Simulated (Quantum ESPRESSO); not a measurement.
# Ta (Im-3m) in Quantum ESPRESSO: further runs, part 3 of 3

Quantum ESPRESSO 7.5. Earlier steps stand in the parts before.

## Step 5: Phonons, LDA, target pressure 10 GPa, at which the enthalpy is minimised

The input, pw.in:

```
&CONTROL
  calculation = 'scf'
  prefix = 'pwscf'
  outdir = './tmp'
  pseudo_dir = './pseudo'
  tprnfor = .true.
  tstress = .true.
  disk_io = 'low'
/
&SYSTEM
  ibrav = 0
  nat = 1
  ntyp = 1
  ecutwfc = 56
  ecutrho = 448
  nbnd = 12
  occupations = 'smearing'
  smearing = 'mv'
  degauss = 0.01469973
/
&ELECTRONS
  conv_thr = 2d-10
  electron_maxstep = 120
  mixing_beta = 0.5
/
ATOMIC_SPECIES
Ta   180.9479 ta_lda_v1.uspp.F.UPF
CELL_PARAMETERS angstrom
  -1.6512800000    1.6512800000    1.6512800000
   1.6512800000   -1.6512800000    1.6512800000
   1.6512800000    1.6512800000   -1.6512800000
ATOMIC_POSITIONS crystal
Ta     0.0000000000    0.0000000000    0.0000000000
K_POINTS automatic
11 11 11 0 0 0
```

The input, relax.in:

```
&CONTROL
  calculation = 'vc-relax'
  prefix = 'pwscf'
  outdir = './tmp'
  pseudo_dir = './pseudo'
  tprnfor = .true.
  tstress = .true.
  disk_io = 'low'
  nstep = 40
  forc_conv_thr = 0.0001
  etot_conv_thr = 1d-06
/
&SYSTEM
  ibrav = 0
  nat = 1
  ntyp = 1
  ecutwfc = 56
  ecutrho = 448
  nbnd = 12
  occupations = 'smearing'
  smearing = 'mv'
  degauss = 0.01469973
/
&ELECTRONS
  conv_thr = 2d-10
  electron_maxstep = 120
  mixing_beta = 0.5
/
&IONS
  ion_dynamics = 'bfgs'
/
&CELL
  cell_dynamics = 'bfgs'
  press = 100
  press_conv_thr = 0.2
/
ATOMIC_SPECIES
Ta   180.9479 ta_lda_v1.uspp.F.UPF
CELL_PARAMETERS angstrom
  -1.6512800000    1.6512800000    1.6512800000
   1.6512800000   -1.6512800000    1.6512800000
   1.6512800000    1.6512800000   -1.6512800000
ATOMIC_POSITIONS crystal
Ta     0.0000000000    0.0000000000    0.0000000000
K_POINTS automatic
11 11 11 0 0 0
```

The input, scf2.in:

```
&CONTROL
  calculation = 'scf'
  prefix = 'pwscf'
  outdir = './tmp'
  pseudo_dir = './pseudo'
  tprnfor = .true.
  tstress = .true.
  disk_io = 'low'
/
&SYSTEM
  ibrav = 0
  nat = 1
  ntyp = 1
  ecutwfc = 56
  ecutrho = 448
  nbnd = 12
  occupations = 'smearing'
  smearing = 'mv'
  degauss = 0.01469973
/
&ELECTRONS
  conv_thr = 1d-13
  electron_maxstep = 120
  mixing_beta = 0.5
  startingpot = 'file'
  startingwfc = 'file'
/
ATOMIC_SPECIES
Ta   180.9479 ta_lda_v1.uspp.F.UPF
CELL_PARAMETERS angstrom
  -1.6044045665    1.6044045665    1.6044045665
   1.6044045665   -1.6044045665    1.6044045665
   1.6044045665    1.6044045665   -1.6044045665
ATOMIC_POSITIONS crystal
Ta     0.0000000000    0.0000000000    0.0000000000
K_POINTS automatic
11 11 11 0 0 0
```

The input, ph.in:

```
phonons of Ta
&INPUTPH
  prefix = 'pwscf'
  outdir = './tmp'
  tr2_ph = 1d-18
  fildyn = 'dyn'
  niter_ph = 90
  alpha_mix(1) = 0.4
/
0.4330127019 0.4330127019 0.4330127019
```

Potentials or basis: GBRV 1.5 LDA.

The run is started by

```
> OMP_NUM_THREADS=1 pw.x -in pw.in > pw.out
> OMP_NUM_THREADS=1 pw.x -in relax.in > relax.out
> OMP_NUM_THREADS=1 pw.x -in scf2.in > scf2.out
> OMP_NUM_THREADS=1 ph.x -in ph.in > ph.out
```

pw.out:

```text
This program is part of the open-source Quantum ESPRESSO suite
     for quantum simulation of materials; please cite
         "P. Giannozzi et al., J. Phys.:Condens. Matter 21 395502 (2009);
         "P. Giannozzi et al., J. Phys.:Condens. Matter 29 465901 (2017);
         "P. Giannozzi et al., J. Chem. Phys. 152 154105 (2020);
     in publications or presentations arising from this work. More details at

     Message from routine setup:
     using ibrav=0 with symmetry is DISCOURAGED, use correct ibrav instead

     G-vector sticks info
     --------------------
     sticks:   dense  smooth     PW     G-vecs:    dense   smooth      PW
     Sum         977     483    159                19381     6819    1253

     Using Slab Decomposition

     bravais-lattice index     =            0
     lattice parameter (alat)  =       5.4048  a.u.
     unit-cell volume          =     121.5399 (a.u.)^3
     number of atoms/cell      =            1
     number of atomic types    =            1
     number of electrons       =        13.00
     number of Kohn-Sham states=           12
     kinetic-energy cutoff     =      56.0000  Ry
     charge density cutoff     =     448.0000  Ry
     scf convergence threshold =      2.0E-10
     mixing beta               =       0.5000
     number of iterations used =            8  plain     mixing
     Exchange-correlation= SLA  PZ   NOGX NOGC
                           (   1   1   0   0   0   0   0)

     celldm(1)=   5.404807  celldm(2)=   0.000000  celldm(3)=   0.000000
[... 96 lines left out ...]

     Dense  grid:    19381 G-vectors     FFT dimensions: (  40,  40,  40)

     Smooth grid:     6819 G-vectors     FFT dimensions: (  25,  25,  25)

     Initial potential from superposition of free atoms

     starting charge      12.9991, renormalised to      13.0000

     negative rho (up, down):  9.321E-02 0.000E+00
     Starting wfcs are   13 randomized atomic wfcs

     Self-consistent Calculation

     iteration #  1     ecut=    56.00 Ry     beta= 0.50
     Davidson diagonalization with overlap
     ethr =  1.00E-02,  avg # of iterations =  3.8

     Threshold (ethr) on eigenvalues was too large:
     Diagonalizing with lowered threshold

     Davidson diagonalization with overlap
     ethr =  1.61E-04,  avg # of iterations =  2.0

     negative rho (up, down):  9.561E-02 0.000E+00
[... 58 lines left out ...]
     iteration #  8     ecut=    56.00 Ry     beta= 0.50
     Davidson diagonalization with overlap
     ethr =  4.94E-12,  avg # of iterations =  1.9

     negative rho (up, down):  9.836E-02 0.000E+00

     End of self-consistent calculation

          k = 0.0000 0.0000 0.0000 (   887 PWs)   bands (ev):

   -48.8438 -14.7542 -14.7542 -14.7542  10.3899  18.9619  18.9619  18.9619
    22.2190  22.2190  32.9640  32.9640
[... 273 lines left out ...]
   -48.6450 -15.5795 -15.5616 -15.5616  14.5704  14.6149  24.0787  24.0787
    24.8782  26.3071  28.1227  28.1227

     the Fermi energy is    18.2569 ev

!    total energy              =    -141.92073550 Ry
     estimated scf accuracy    <          3.8E-11 Ry
     smearing contrib. (-TS)   =       0.00054355 Ry
     internal energy E=F+TS    =    -141.92127904 Ry

     The total energy is F=E-TS. E is the sum of the following terms:
     one-electron contribution =     -15.50466934 Ry
     hartree contribution      =      14.17609880 Ry
     xc contribution           =     -42.04488507 Ry
     ewald contribution        =     -98.54782342 Ry

     convergence has been achieved in   8 iterations

     negative rho (up, down):  9.836E-02 0.000E+00

     Forces acting on atoms (cartesian axes, Ry/au):

     atom    1 type  1   force =     0.00000000    0.00000000    0.00000000

     Total force =     0.000000     Total SCF correction =     0.000000

     Computing stress (Cartesian axis) and pressure

     negative rho (up, down):  9.836E-02 0.000E+00
          total   stress  (Ry/bohr**3)                   (kbar)     P=      -95.23
  -0.00064735  -0.00000000  -0.00000000          -95.23       -0.00       -0.00
  -0.00000000  -0.00064735  -0.00000000           -0.00      -95.23       -0.00
  -0.00000000  -0.00000000  -0.00064735           -0.00       -0.00      -95.23

=------------------------------------------------------------------------------=
   JOB DONE.
=------------------------------------------------------------------------------=
```

Run time: 2.5 min. Hardware: 1 thread of Arm Neoverse V1, shared host; peak memory 0.16 GiB.

What came out:

```
Free energy                                 : -1930.9341 eV
Relaxed volume                              : 16.52 Å³/atom
Relaxed cell                                : a = 2.779 Å, b = 2.779 Å, c = 2.779 Å, α = 109.47°, β = 109.47°, γ = 109.47°
Space group after relaxing (to 0.05 Å)      : Im-3m (No. 229)
Pressure after relaxing                     : 10.0 GPa
Band gap on the k mesh                      : none (metal or under the smearing width)
Highest phonon frequency at the q point run : 135 cm⁻¹
```

The path:
```
step  energy change (eV)  largest force (eV/Å)  pressure (GPa)  volume (Å³)
   1              0.0000                0.0000           -9.52        18.01
   2              0.0140                0.0000           14.11        16.28
   3             -0.0064                0.0000            9.46        16.55
   4             -0.0043                0.0000            9.99        16.52
   5             -0.0043                0.0000           10.00        16.52
```

Final structure:
```
CELL_PARAMETERS angstrom
-1.60440 1.60440 1.60440
1.60440 -1.60440 1.60440
1.60440 1.60440 -1.60440
ATOMIC_POSITIONS crystal
Ta 0.00000 0.00000 0.00000
```

Levels at points of the mesh, in eV from the Fermi level:
| k point | band 3 | band 4 | band 5 | band 6 | band 7 | band 8 | band 9 | band 10 |
| --- | --- | --- | --- | --- | --- | --- | --- | --- |
| (0.00, 0.00, 0.00) | -32.66 | -32.66 | -8.16 | 0.71 | 0.71 | 0.71 | 4.29 | 4.29 |

Phonon frequencies in cm⁻¹ (negative: imaginary):
| q point | frequencies |
| --- | --- |
| (0.250, 0.250, 0.250) | 135 135 135 |

Phonon modes at q = (0.250, 0.250, 0.250) in reciprocal lattice units:
```
mode  symmetry  cm⁻¹
   1       T_2   135
   2       T_2   135
   3       T_2   135
```

Caveat: the cell is more than 3 GPa from zero pressure, which shifts response properties; the q point doesn't lie on the k mesh, which can shift a metal's frequencies strongly unless the mesh is converged. The run has no spin-orbit coupling, so splittings on Ta are missing.

## Step 6: Phonons, LDA, target pressure 15 GPa, at which the enthalpy is minimised

pw.in is that of step 5.

Edit relax.in of step 5 so:

```diff
@@ -33,3 +33,3 @@
   cell_dynamics = 'bfgs'
-  press = 100
+  press = 150
   press_conv_thr = 0.2
```

Edit scf2.in of step 5 so:

```diff
@@ -30,5 +30,5 @@
 CELL_PARAMETERS angstrom
-  -1.6044045665    1.6044045665    1.6044045665
-   1.6044045665   -1.6044045665    1.6044045665
-   1.6044045665    1.6044045665   -1.6044045665
+  -1.5948306089    1.5948306089    1.5948306089
+   1.5948306089   -1.5948306089    1.5948306089
+   1.5948306089    1.5948306089   -1.5948306089
 ATOMIC_POSITIONS crystal
```

ph.in is that of step 5.

Potentials or basis: GBRV 1.5 LDA.

The run is started by

```
> OMP_NUM_THREADS=1 pw.x -in pw.in > pw.out
> OMP_NUM_THREADS=1 pw.x -in relax.in > relax.out
> OMP_NUM_THREADS=1 pw.x -in scf2.in > scf2.out
> OMP_NUM_THREADS=1 ph.x -in ph.in > ph.out
```

pw.out:

```text
This program is part of the open-source Quantum ESPRESSO suite
     for quantum simulation of materials; please cite
[... 9 lines left out ...]
     --------------------
     sticks:   dense  smooth     PW     G-vecs:    dense   smooth      PW
     Sum         977     483    159                19381     6819    1253

     Using Slab Decomposition

     bravais-lattice index     =            0
     lattice parameter (alat)  =       5.4048  a.u.
     unit-cell volume          =     121.5399 (a.u.)^3
     number of atoms/cell      =            1
     number of atomic types    =            1
     number of electrons       =        13.00
     number of Kohn-Sham states=           12
     kinetic-energy cutoff     =      56.0000  Ry
     charge density cutoff     =     448.0000  Ry
     scf convergence threshold =      2.0E-10
     mixing beta               =       0.5000
[... 186 lines left out ...]
     ethr =  4.94E-12,  avg # of iterations =  1.9

     negative rho (up, down):  9.836E-02 0.000E+00

     End of self-consistent calculation

          k = 0.0000 0.0000 0.0000 (   887 PWs)   bands (ev):

   -48.8438 -14.7542 -14.7542 -14.7542  10.3899  18.9619  18.9619  18.9619
    22.2190  22.2190  32.9640  32.9640
[... 273 lines left out ...]
   -48.6450 -15.5795 -15.5616 -15.5616  14.5704  14.6149  24.0787  24.0787
    24.8782  26.3071  28.1227  28.1227

     the Fermi energy is    18.2569 ev

!    total energy              =    -141.92073550 Ry
     estimated scf accuracy    <          3.8E-11 Ry
     smearing contrib. (-TS)   =       0.00054355 Ry
     internal energy E=F+TS    =    -141.92127904 Ry

     The total energy is F=E-TS. E is the sum of the following terms:
     one-electron contribution =     -15.50466934 Ry
     hartree contribution      =      14.17609880 Ry
     xc contribution           =     -42.04488507 Ry
     ewald contribution        =     -98.54782342 Ry

     convergence has been achieved in   8 iterations

     negative rho (up, down):  9.836E-02 0.000E+00

     Forces acting on atoms (cartesian axes, Ry/au):

     atom    1 type  1   force =     0.00000000    0.00000000    0.00000000

     Total force =     0.000000     Total SCF correction =     0.000000

     Computing stress (Cartesian axis) and pressure

     negative rho (up, down):  9.836E-02 0.000E+00
          total   stress  (Ry/bohr**3)                   (kbar)     P=      -95.23
  -0.00064735  -0.00000000  -0.00000000          -95.23       -0.00       -0.00
  -0.00000000  -0.00064735  -0.00000000           -0.00      -95.23       -0.00
  -0.00000000  -0.00000000  -0.00064735           -0.00       -0.00      -95.23

=------------------------------------------------------------------------------=
   JOB DONE.
=------------------------------------------------------------------------------=
```

Run time: 2.6 min. Hardware: 1 thread of Arm Neoverse V1, shared host; peak memory 0.16 GiB.

Results:

- Free energy: -1930.9110 eV
- Relaxed volume: 16.23 Å³/atom
- Relaxed cell: a = 2.762 Å, b = 2.762 Å, c = 2.762 Å, α = 109.47°, β = 109.47°, γ = 109.47°
- Space group after relaxing (to 0.05 Å): Im-3m (No. 229)
- Pressure after relaxing: 15.0 GPa
- Band gap on the k mesh: none (metal or under the smearing width)
- Highest phonon frequency at the q point run: 138 cm⁻¹

The path:
```tsv
step	energy change (eV)	largest force (eV/Å)	pressure (GPa)	volume (Å³)
1	0.0000	0.0000	-9.52	18.01
2	0.0619	0.0000	22.05	15.85
3	0.0131	0.0000	13.93	16.29
4	0.0184	0.0000	14.96	16.23
5	0.0187	0.0000	15.01	16.23
```

Final structure:
```
Ta
1.0
    -1.59483    1.59483    1.59483
     1.59483   -1.59483    1.59483
     1.59483    1.59483   -1.59483
Ta
1
Direct
  0.00000 0.00000 0.00000
```

Levels at points of the mesh, in eV from the Fermi level:
| k point | band 3 | band 4 | band 5 | band 6 | band 7 | band 8 | band 9 | band 10 |
| --- | --- | --- | --- | --- | --- | --- | --- | --- |
| (0.00, 0.00, 0.00) | -32.59 | -32.59 | -8.21 | 0.71 | 0.71 | 0.71 | 4.36 | 4.36 |

Phonon frequencies in cm⁻¹ (negative: imaginary):
| q point | frequencies |
| --- | --- |
| (0.250, 0.250, 0.250) | 138 138 138 |

Phonon modes at q = (0.250, 0.250, 0.250) in reciprocal lattice units:
| mode | symmetry | cm⁻¹ |
| --- | --- | --- |
| 1 | T_2 | 138 |
| 2 | T_2 | 138 |
| 3 | T_2 | 138 |

Caveat: the cell is more than 3 GPa from zero pressure, which shifts response properties; the q point doesn't lie on the k mesh, which can shift a metal's frequencies strongly unless the mesh is converged.

## Step 7: Overview

| cell | gap on the mesh (eV) | pressure (GPa) |
| --- | --- | --- |
| relaxed | none | 0.0 |
| relaxed to 2 GPa | none | 2.0 |
| relaxed to 5 GPa | none | 5.0 |
| relaxed to 10 GPa | none | 10.0 |
| relaxed to 15 GPa | none | 15.0 |

Alike in all rows: task phonons; level LDA; potentials or basis GBRV 1.5 LDA; no spin polarisation; k mesh 11 × 11 × 11; cutoff (eV) 762; smearing cold 0.2 eV.

Caveats: the q point doesn't lie on the k mesh, which can shift a metal's frequencies strongly unless the mesh is converged; the cell is more than 3 GPa from zero pressure, which shifts response properties (some runs).

Absolute energies hang on the potentials; compare differences alone.
